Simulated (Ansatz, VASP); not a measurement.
## Ti: VASP beside Ansatz

File INCAR:

```
PREC     = Accurate       # precision mode
ENCUT    = 600            # plane-wave cutoff, eV
EDIFF    = 1E-7           # SCF threshold, eV
ISMEAR   = -1             # smearing method
SIGMA    = 0.05           # smearing width, eV
LREAL    = F              # projectors in reciprocal space
LASPH    = T              # aspherical terms in the spheres
NELM     = 60             # most SCF steps
ALGO     = Normal         # electronic algorithm
ISIF     = 3              # what is computed and relaxed
LWAVE    = F              # write WAVECAR
LCHARG   = F              # write CHGCAR
GGA      = RP             # functional
IBRION   = 2              # ionic algorithm
NSW      = 60             # ionic steps
EDIFFG   = -0.01          # ionic threshold
```

Contents of KPOINTS:

```
regular mesh
0
Gamma
  11 11 11
```

File POSCAR:

```
Ti
1.0
   -1.6410000000      1.6410000000      1.6410000000
    1.6410000000     -1.6410000000      1.6410000000
    1.6410000000      1.6410000000     -1.6410000000
Ti
1
Direct
    0.0000000000      0.0000000000      0.0000000000
```

Contents of input.yaml:

```yaml
crystal:
  lattice:
    - [-1.641, 1.641, 1.641]
    - [1.641, -1.641, 1.641]
    - [1.641, 1.641, -1.641]
  atoms:
    - { symbol: Ti, position: [0.0, 0.0, 0.0] }
hamiltonian:
  xc: rpbe
  pseudopotentials: { kind: paw }
kpoints:
  mp_grid: { grid: [11, 11, 11] }
scf:
  occupations: { method: fermi_dirac, width: 0.05 }
output:
  forces: true
  stress: true
  eigenvalues: true
relax:
  f_tol: 0.01
  max_steps: 40
  cell: { stress_tol: 0.05 }
```

This isn't the form of Ti at room conditions, which is hcp.

Alike in both runs: task relaxation of cell and atoms; functional RPBE; k mesh 11 × 11 × 11; occupations fermi-dirac, width 0.05 eV; no spin polarisation.

|  | VASP | Ansatz |
| --- | --- | --- |
| version | VASP 6.6.1 | Ansatz 0.2.0 |
| potentials or method | VASP PAW PBE potentials, release 64 (Ti_sv) | Ansatz PAW |
| plane-wave cutoff (eV) | 600 | 420 |
| valence electrons in the cell | 12 | 12 |

|  | VASP | Ansatz | Ansatz less VASP |
| --- | --- | --- | --- |
| gap on the k mesh at the Fermi level, each at its own relaxed structure (eV) | none | none | - |
| relaxed volume (Å³/atom) | 17.75 | 17.79 | +0.046 |
| relaxed cell length with the largest relative difference (Å) | 2.846 | 2.849 | +0.0025 |

A gap of «none» marks a metal or a gap that the smearing closes.

Caveats: the PAW data sets were made with another functional, which shifts forces and pressure a little (VASP); the plane-wave basis is chosen anew once the cell has moved, so the energies of steps on either side of that aren't comparable (Ansatz); the PAW data sets come from PBE, with cores solved anew for the run's functional, which leaves a small shift of forces and pressure (Ansatz). RPBE and its kin give volumes clearly too large for solids. Zero-point motion and thermal expansion aren't in these numbers.
